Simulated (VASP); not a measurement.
# BaTiO3 (R3m) in VASP: notebook

Aim: see how the results for BaTiO3 move with the level of theory and the settings. Levels: r2SCAN, PBE. Tasks: relaxation of cell and atoms, atomic charges, electron localisation function.

Everything below comes from runs of VASP 6.6.1. Logs are shortened: lines on timing, memory, paths and dates and some standing lists are left out, and cuts for length are marked.

## (1) The crystal as given

It takes space group R3m (No. 160, trigonal). The conventional cell has a = 5.655 Å, b = 5.655 Å, c = 6.955 Å, α = 90.00°, β = 90.00°, γ = 120.00°. Ba (site symmetry 3m) has 12 O at 2.79 to 2.89 Å as nearest neighbours. Around Ti (site symmetry 3m) lie 6 O at 1.87 to 2.14 Å. O (site symmetry m) is surrounded by 2 Ti at 1.87 to 2.14 Å.

## (2) Relaxation of cell and atoms, r2SCAN

INCAR reads:

```
PREC     = Accurate       # precision mode
ENCUT    = 600            # plane-wave cutoff, eV
EDIFF    = 1E-6           # SCF threshold, eV
ISMEAR   = 0              # smearing method
SIGMA    = 0.02           # smearing width, eV
LREAL    = False          # projectors in reciprocal space
LASPH    = True           # aspherical terms in the spheres
NELM     = 60             # most SCF steps
ALGO     = Normal         # electronic algorithm
ISIF     = 3              # what is computed and relaxed
LWAVE    = False          # write WAVECAR
LCHARG   = False          # write CHGCAR
METAGGA  = R2SCAN         # meta-GGA
LMIXTAU  = True         
IBRION   = 2              # ionic algorithm
NSW      = 60             # ionic steps
EDIFFG   = -0.01          # ionic threshold
KPAR     = 2
```

KPOINTS reads:

```
Automatic mesh
0
Gamma
  6 6 6
```

POSCAR reads:

```
BaTiO3
1.0
    2.8273666084      1.6323808724      2.3183934932
   -2.8273666084      1.6323808724      2.3183934932
    0.0000000000     -3.2647617449      2.3183934932
Ba Ti O
1 1 3
Direct
    0.0000000000      0.0000000000      0.0000000000
    0.4845000000      0.4845000000      0.4845000000
    0.5086000000      0.0175000000      0.5086000000
    0.0175000000      0.5086000000      0.5086000000
    0.5086000000      0.5086000000      0.0175000000
```

Potentials or basis: VASP PAW PBE potentials, release 64 (Ba_sv, Ti_sv, O).

Run with:

```
$ cat potpaw_PBE.64/Ba_sv/POTCAR potpaw_PBE.64/Ti_sv/POTCAR potpaw_PBE.64/O/POTCAR > POTCAR
$ mpirun -np 2 vasp_std > vasp.out
```

OUTCAR:

```text
PREC = Accurate
   ENCUT = 600
   EDIFF = 1E-6
   ISMEAR = 0
   LREAL = False
   LASPH = True
   NELM = 60
   ISIF = 3
   METAGGA = R2SCAN
   IBRION = 2
   NSW = 60
   EDIFFG = -0.01

 ion  position               nearest neighbor table
   1  0.000  0.000  0.000-   5 2.79   4 2.79   3 2.79   4 2.83   3 2.83   4 2.83   3 2.83   5 2.83
                             5 2.83   5 2.89   4 2.89   3 2.89   2 3.37   2 3.43   2 3.43   2 3.43
   2  0.484  0.484  0.484-   3 1.87   4 1.87   5 1.87   3 2.14   4 2.14   5 2.14   1 3.37   1 3.43
                             1 3.43   1 3.43   1 3.50   1 3.50   1 3.50   1 3.59
   3  0.509  0.017  0.509-   2 1.87   2 2.14   1 2.79   1 2.83   1 2.83   1 2.89
   4  0.017  0.509  0.509-   2 1.87   2 2.14   1 2.79   1 2.83   1 2.83   1 2.89
   5  0.509  0.509  0.017-   2 1.87   2 2.14   1 2.79   1 2.83   1 2.83   1 2.89

  LATTYP: Found a trigonal (rhomboedric) cell.
 ALAT       =     4.0042000000
 COS(alpha) =     0.0028448828

  Lattice vectors:

 A1 = (   2.8273666084,   1.6323808724,   2.3183934932)
 A2 = (  -2.8273666084,   1.6323808724,   2.3183934932)
 A3 = (   0.0000000000,  -3.2647617449,   2.3183934932)

Analysis of symmetry for initial positions (statically):
=====================================================================
 Subroutine PRICEL returns:
 Original cell was already a primitive cell.

 Routine SETGRP: Setting up the symmetry group for a
 trigonal (rhombohedral) supercell.

 Subroutine GETGRP returns: Found  6 space group operations
 (whereof  6 operations were pure point group operations)
 out of a pool of 12 trial point group operations.

The static configuration has the point symmetry C_3v.

Analysis of symmetry for dynamics (positions and initial velocities):
=====================================================================
 Subroutine PRICEL returns:
 Original cell was already a primitive cell.

 Routine SETGRP: Setting up the symmetry group for a
 trigonal (rhombohedral) supercell.

 Subroutine GETGRP returns: Found  6 space group operations
 (whereof  6 operations were pure point group operations)
 out of a pool of 12 trial point group operations.

The dynamic configuration has the point symmetry C_3v.

 Subroutine INISYM returns: Found  6 space group operations
 (whereof  6 operations are pure point group operations),
 and found     1 'primitive' translations

----------------------------------------------------------------------------------------

                                     Primitive cell

  volume of cell :      64.2010

  direct lattice vectors                    reciprocal lattice vectors
     2.827366608  1.632380872  2.318393493     0.176843002  0.102100355  0.143777721
    -2.827366608  1.632380872  2.318393493    -0.176843002  0.102100355  0.143777721
     0.000000000 -3.264761745  2.318393493     0.000000000 -0.204200710  0.143777721

  length of vectors
     4.004200000  4.004200000  4.004200000     0.249739791  0.249739791  0.249739791

  position of ions in fractional coordinates (direct lattice)
     0.000000000  0.000000000  0.000000000
     0.484500000  0.484500000  0.484500000
     0.508600000  0.017500000  0.508600000
     0.017500000  0.508600000  0.508600000
     0.508600000  0.508600000  0.017500000

  ion indices of the primitive-cell ions
   primitive index   ion index
                 1           1
                 2           2
                 3           3
                 4           4
                 5           5

----------------------------------------------------------------------------------------

 KPOINTS: Automatic mesh

Automatic generation of k-mesh.
 Grid dimensions read from file:
 generate k-points for:    6    6    6

 Generating k-lattice:

  Cartesian coordinates                     Fractional coordinates (reciprocal lattice)
     0.029473834  0.017016726  0.023962954     0.166666667 -0.000000000  0.000000000
    -0.029473834  0.017016726  0.023962954    -0.000000000  0.166666667  0.000000000
     0.000000000 -0.034033452  0.023962954     0.000000000  0.000000000  0.166666667

  Length of vectors
     0.041623298  0.041623298  0.041623298

  Shift w.r.t. Gamma in fractional coordinates (k-lattice)
     0.000000000  0.000000000  0.000000000

 Subroutine IBZKPT returns following result:
 ===========================================

 Found     32 irreducible k-points:

 Following reciprocal coordinates:
            Coordinates               Weight
  0.000000  0.000000  0.000000      1.000000
  0.166667  0.000000 -0.000000      6.000000
  0.333333  0.000000  0.000000      6.000000
  0.500000  0.000000  0.000000      3.000000
  0.166667  0.166667 -0.000000      6.000000
  0.333333  0.166667  0.000000     12.000000
[... 16 lines left out ...]
  0.500000  0.500000  0.166667      6.000000
 -0.333333  0.500000  0.166667     12.000000
 [... further k-points ...]
   k-points           NKPTS =     32   k-points in BZ     NKDIM =     32   number of bands    NBANDS=     24
   number of dos      NEDOS =    301   number of ions     NIONS =      5
   total plane-waves  NPLWV =  32768
   dimension x,y,z NGX =    32 NGY =   32 NGZ =   32
   dimension x,y,z NGXF=    64 NGYF=   64 NGZF=   64
   ions per type =               1   1   3
   NGX,Y,Z   is equivalent  to a cutoff of  13.29, 13.29, 13.29 a.u.
   NGXF,Y,Z  is equivalent  to a cutoff of  26.57, 26.57, 26.57 a.u.
 SYSTEM =  unknown system
   PREC   = accura    normal or accurate (medium, high low for compatibility)
   ISTART =      0    job   : 0-new  1-cont  2-samecut
   ICHARG =      2    charge: 1-file 2-atom 10-const
   ISPIN  =      1    spin polarized calculation?
   LNONCOLLINEAR =      F non collinear calculations
   LSORBIT =      F    spin-orbit coupling
   LASPH  =      T    aspherical Exc in radial PAW
   ENCUT  =  600.0 eV  44.10 Ry    6.64 a.u.   8.00  8.00  8.00*2*pi/ulx,y,z
   NELM   =     60;   NELMIN=  2; NELMDL= -5     # of ELM steps
   EDIFF  = 0.1E-05   stopping-criterion for ELM
   LREAL  =      F    real-space projection
   EDIFFG = -.1E-01   stopping-criterion for IOM
   NSW    =     60    number of steps for IOM
   IBRION =      2    ionic relax: 0-MD 1-quasi-New 2-CG
   NFREE  =      1    steps in history (QN), initial steepest desc. (CG)
   ISIF   =      3    stress and relaxation
   ISYM   =      2    0-nonsym 1-usesym 2-fastsym
   POTIM  = 0.5000    time-step for ionic-motion
   TEBEG  =    0.0;   TEEND  =   0.0 temperature during run
   PSTRESS=    0.0 pullay stress
   NELECT =      40.0000    total number of electrons
   NUPDOWN=      -1.0000    fix difference up-down
   EMIN   =  10.00;   EMAX   =-10.00  energy-range for DOS
   EFERMI =   0.00;   METHOD = LEGACY
   ISMEAR =     0;   SIGMA  =   0.02  broadening in eV -4-tet -1-fermi 0-gaus
   EFERMI_NEDOS =   21; number of points for ismear=-14 and -15
   IALGO  =     38    algorithm
   IMIX   =      4    mixing-type and parameters
     AMIX     =   0.40;   BMIX     =  1.00
     AMIX_MAG =   1.60;   BMIX_MAG =  1.00
  volume/ion in A,a.u.               =      12.84        86.65
  Fermi-wavevector in a.u.,A,eV,Ry     =   1.398237  2.642285 26.600301  1.955067
  Thomas-Fermi vector in A             =   2.521415
   LORBIT       =      0    0 simple, 1 ext, 2 COOP (PROOUT), +10 PAW based schemes
   METAGGA = R2SCAN    functional components
   LHFCALC =     F    Hartree Fock is set to
   AEXX    =    0.0000 exact exchange contribution
   IVDW    =     0    specifies the selected vdW correction
   LEPSILON=     F    determine dielectric tensor
   LRPA    =     F    only Hartree local field effects (RPA)
 conjugate gradient relaxation of ions
 non-spin polarized calculation
 Gauss-broadening in eV      SIGMA  =   0.02
  energy-cutoff  :      600.00
  volume of cell :       64.20
 maximum number of plane-waves:      2176
   NGX = 15   NGY = 15   NGZ = 15

--------------------------------------- Ionic step        1  -------------------------------------------

 number of electron      39.9999996 magnetization

 Free energy of the ion-electron system (eV)
  ---------------------------------------------------
  ext. energy  EPLUGINS =         0.00000000
  ---------------------------------------------------
  free energy    TOTEN  =       -74.26233925 eV

  energy without entropy =      -74.26233925  energy(sigma->0) =      -74.26233925

------------------------ aborting loop because EDIFF is reached ----------------------------------------

  FORCE on cell =-STRESS in cart. coord.  units (eV):
  Direction    XX          YY          ZZ          XY          YZ          ZX
  --------------------------------------------------------------------------------------
  -------------------------------------------------------------------------------------
  Total        1.5376499      1.5376499      1.4624538      0.0000000     -0.0000000      0.0000000
  in kB       38.3730229     38.3730229     36.4964584      0.0000000     -0.0000000      0.0000000
  external PRESSURE =      37.7475014 kB  Pullay stress =       0.0000000 kB
[... 258 lines left out ...]
  energy  without entropy=      -74.2793156726  energy(sigma->0) =      -74.27931567

--------------------------------------- Ionic step        8  -------------------------------------------

 number of electron      39.9999998 magnetization

 Free energy of the ion-electron system (eV)
  ---------------------------------------------------
  ext. energy  EPLUGINS =         0.00000000
  ---------------------------------------------------
  free energy    TOTEN  =       -74.27934871 eV

  energy without entropy =      -74.27934871  energy(sigma->0) =      -74.27934871

 E-fermi :   3.4000     XC(G=0): -11.7597

 val. band max:        3.2796507552   @ k =   0.5000   0.5000   0.5000
 cond. band min:       6.0445192075   @ k =   0.0000   0.0000   0.0000
 fundamental gap:      2.7648684523
 Fermi energy:         3.3999540982

 k-point     1 :       0.0000    0.0000    0.0000
  band No.  band energies     occupation
      1     -55.3059      2.00000
      2     -30.4976      2.00000
      3     -30.4973      2.00000
      4     -30.4973      2.00000
      5     -22.2362      2.00000
      6     -14.4614      2.00000
[... 637 lines left out ...]
     23       7.6874      0.00000
     24       9.3009      0.00000

 [... further k-points ...]

------------------------ aborting loop because EDIFF is reached ----------------------------------------

  FORCE on cell =-STRESS in cart. coord.  units (eV):
  Direction    XX          YY          ZZ          XY          YZ          ZX
  --------------------------------------------------------------------------------------
  -------------------------------------------------------------------------------------
  Total       -0.0178149     -0.0178149      0.0025224      0.0000000     -0.0000000      0.0000000
  in kB       -0.4344145     -0.4344145      0.0615075      0.0000000     -0.0000000      0.0000000
  external PRESSURE =      -0.2691072 kB  Pullay stress =       0.0000000 kB
[... 20 lines left out ...]
  FREE ENERGIE OF THE ION-ELECTRON SYSTEM (eV)
  ---------------------------------------------------
  free  energy   TOTEN  =       -74.2793487147 eV

  energy  without entropy=      -74.2793487147  energy(sigma->0) =      -74.27934871

 reached required accuracy - stopping structural energy minimisation
```

Run time: 2.9 min. Hardware: 2 MPI ranks of Intel Xeon 6975P-C (Granite Rapids), shared host; peak memory 0.24 GiB.

Results:

```
Free energy                            : -74.2793 eV
Relaxed volume                         : 13.14 Å³/atom
Relaxed cell                           : a = 4.035 Å, b = 4.035 Å, c = 4.035 Å, α = 89.82°, β = 89.82°, γ = 89.82°
Space group after relaxing (to 0.05 Å) : R3m (No. 160)
Energy gained by relaxing              : 3.4 meV/atom
Ionic steps                            : 8
Pressure after relaxing                : 0.0 GPa
Largest force after relaxing           : 0.004 eV/Å
Band gap on the k mesh                 : 2.76 eV, indirect (least direct gap 3.21 eV)
```

Forces in eV/Å, atoms in the order of the input:
```
Ba   0.000  0.000  0.001
Ti   0.000  0.000 -0.003
O   -0.003  0.002  0.001
O    0.003  0.002  0.001
O    0.000 -0.004  0.001
```

The path:
```tsv
step	energy change (eV)	largest force (eV/Å)	pressure (GPa)	volume (Å³)
1	0.0000	0.2545	3.77	64.20
2	0.0092	0.3102	-4.27	67.05
3	-0.0155	0.0908	0.04	65.44
4	-0.0162	0.0612	0.03	65.50
5	-0.0167	0.0484	0.01	65.61
6	-0.0169	0.0242	0.02	65.64
7	-0.0170	0.0060	0.03	65.67
8	-0.0170	0.0036	-0.03	65.70
```

Final structure:
```
Ba Ti O
1.0
     2.84879    1.64475    2.33710
    -2.84879    1.64475    2.33710
     0.00000   -3.28950    2.33710
Ba Ti O
1 1 3
Direct
  0.99752 0.99752 0.99752
  0.48424 0.48424 0.48424
  0.50933 0.01878 0.50933
  0.01878 0.50933 0.50933
  0.50933 0.50933 0.01878
```

Levels at points of the mesh, in eV from the valence-band top:
| k point | band 17 | band 18 | band 19 | band 20 | band 21 | band 22 | band 23 | band 24 |
| --- | --- | --- | --- | --- | --- | --- | --- | --- |
| (0.00, 0.00, 0.00) | -1.06 | -0.56 | -0.45 | -0.45 | 2.76 | 2.76 | 2.89 | 4.68 |
| (0.50, 0.00, 0.00) | -1.66 | -1.58 | -0.99 | -0.88 | 2.92 | 4.07 | 4.18 | 4.65 |
| (0.50, 0.50, 0.00) | -1.68 | -0.91 | -0.87 | -0.09 | 4.14 | 4.15 | 4.50 | 5.26 |
| (0.50, 0.50, 0.50) | -2.37 | -0.02 | -0.02 | 0.00 | 4.59 | 4.76 | 4.76 | 7.14 |

Caveat: the PAW data sets were made with another functional, which shifts forces and pressure a little; spin-orbit coupling is left out, which moves the levels of the heavy elements.

## (3) Atomic charges, PBE

INCAR reads:

```
  PREC = Accurate
  ENCUT = 520
  EDIFF = 1E-6
  ISMEAR = 0
  SIGMA = 0.02
  LREAL = F
  LASPH = T
  NELM = 60
  ALGO = Normal
  ISIF = 2
  LWAVE = F
  LCHARG = F
  GGA = PE
  LORBIT = 11
```

KPOINTS reads:

```
Automatic mesh
0
Gamma
  7 7 7
```

POSCAR is that of step 2.

Potentials or basis: VASP PAW PBE potentials, release 64 (Ba_sv, Ti_sv, O).

Run with:

```
$ cat potpaw_PBE.64/Ba_sv/POTCAR potpaw_PBE.64/Ti_sv/POTCAR potpaw_PBE.64/O/POTCAR > POTCAR
$ mpirun -np 1 vasp_std > vasp.out
```

OUTCAR:

```text
PREC = Accurate
   ENCUT = 520
   EDIFF = 1E-6
   ISMEAR = 0
   LREAL = F
   LASPH = T
   NELM = 60
   ISIF = 2
   GGA = PE
   LORBIT = 11

 ion  position               nearest neighbor table
   1  0.000  0.000  0.000-   5 2.79   4 2.79   3 2.79   4 2.83   3 2.83   4 2.83   3 2.83   5 2.83
                             5 2.83   5 2.89   4 2.89   3 2.89   2 3.37   2 3.43   2 3.43   2 3.43
   2  0.484  0.484  0.484-   3 1.87   4 1.87   5 1.87   3 2.14   4 2.14   5 2.14   1 3.37   1 3.43
                             1 3.43   1 3.43   1 3.50   1 3.50   1 3.50   1 3.59
   3  0.509  0.017  0.509-   2 1.87   2 2.14   1 2.79   1 2.83   1 2.83   1 2.89
   4  0.017  0.509  0.509-   2 1.87   2 2.14   1 2.79   1 2.83   1 2.83   1 2.89
   5  0.509  0.509  0.017-   2 1.87   2 2.14   1 2.79   1 2.83   1 2.83   1 2.89
[... 862 lines left out ...]
  energy-cutoff  :      520.00
  volume of cell :       64.20
      direct lattice vectors                 reciprocal lattice vectors
     2.827366608  1.632380872  2.318393493     0.176843002  0.102100355  0.143777721
    -2.827366608  1.632380872  2.318393493    -0.176843002  0.102100355  0.143777721
     0.000000000 -3.264761745  2.318393493     0.000000000 -0.204200710  0.143777721

 POSITION                                       TOTAL-FORCE (eV/Angst)
 -----------------------------------------------------------------------------------
      0.00000      0.00000      0.00000        -0.000000      0.000000     -0.117131
      0.00000     -0.00000      3.36978        -0.000000     -0.000000      0.213395
      1.38852     -0.80166      2.39884         0.134557     -0.077686     -0.032088
     -1.38852     -0.80166      2.39884        -0.134557     -0.077686     -0.032088
      0.00000      1.60332      2.39884        -0.000000      0.155372     -0.032088
 -----------------------------------------------------------------------------------
    total drift:                                0.000000     -0.000001      0.000818

  FREE ENERGIE OF THE ION-ELECTRON SYSTEM (eV)
  ---------------------------------------------------
  free  energy   TOTEN  =       -39.9903001183 eV

  energy  without entropy=      -39.9903001183  energy(sigma->0) =      -39.99030012

 total charge

# of ion       s       p       d       tot
------------------------------------------
    1        2.008   5.653   0.330   7.990
    2        2.224   6.280   1.793  10.297
    3        1.566   3.474   0.000   5.040
    4        1.566   3.474   0.000   5.040
    5        1.566   3.474   0.000   5.040
--------------------------------------------------
tot          8.931  22.355   2.122  33.408
```

Run time: 44 s. Hardware: 1 thread of Intel Xeon 6975P-C (Granite Rapids), shared host; peak memory 0.21 GiB.

Results:

- Free energy: -39.9903 eV
- Pressure: 6.8 GPa
- Largest force: 0.213 eV/Å
- Band gap on the k mesh: 2.44 eV, indirect (least direct gap 2.78 eV)
- Valence electrons inside the program's atomic spheres: Ba 7.99; Ti 10.30; O 5.04

Forces on the atoms (eV/Å):
```
Ba   0.000  0.000 -0.117
Ti   0.000  0.000  0.213
O    0.135 -0.078 -0.032
O   -0.135 -0.078 -0.032
O    0.000  0.155 -0.032
```

Levels at points of the mesh, in eV from the valence-band top:
```tsv
k point	band 17	band 18	band 19	band 20	band 21	band 22	band 23	band 24
(0.00, 0.00, 0.00)	-1.01	-0.48	-0.34	-0.34	2.44	2.44	2.58	4.55
```

Caveat: spin-orbit coupling is left out, which moves the levels of the heavy elements; an odd mesh through Γ misses points on the zone boundary, where band edges often lie.

(Continued in part 2 of 2.)
